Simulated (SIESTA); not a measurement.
HfO2:

```
Hf O
1.0
     5.11800    0.00000    0.00000
     0.00000    5.18570    0.00000
    -0.85866    0.00000    5.21387
Hf O
4 8
Direct
  0.27550 0.46030 0.70800
  0.72450 0.96030 0.79200
  0.72450 0.53970 0.29200
  0.27550 0.03970 0.20800
  0.07420 0.16840 0.84670
  0.92580 0.66840 0.65330
  0.92580 0.83160 0.15330
  0.07420 0.33160 0.34670
  0.44870 0.74190 0.98010
  0.55130 0.24190 0.51990
  0.55130 0.25810 0.01990
  0.44870 0.75810 0.48010
```

Program: SIESTA 5.4.2. Alike in all runs: level PBE; cell as given; smearing fermi-dirac 0.05 eV; grid cutoff 800 Ry; energy shift 0.003 Ry.

**Question.** Order these runs on this cell by their pressure, lowest first.
A. potentials or basis PseudoDojo 0.4 standard (PBE files), TZDP (energy shift 0.003 Ry; two zetas on semicore shells); spin off; k mesh 5 × 5 × 5
B. potentials or basis PseudoDojo 0.4 standard (PBE files, fully relativistic), TZP (energy shift 0.003 Ry; two zetas on semicore shells); spin non-collinear, zero start, SOC; k mesh 4 × 4 × 4
C. potentials or basis PseudoDojo 0.4 standard (PBE files), DZP (energy shift 0.003 Ry; two zetas on semicore shells); spin off; k mesh 5 × 5 × 5

**Answer.** B (4.7 GPa), A (6.6 GPa), C (8.7 GPa).

Caveats: short orbitals over semicore shells can move pressures by several GPa; the basis of atomic orbitals isn't converged, which shifts pressures, moduli and gaps.
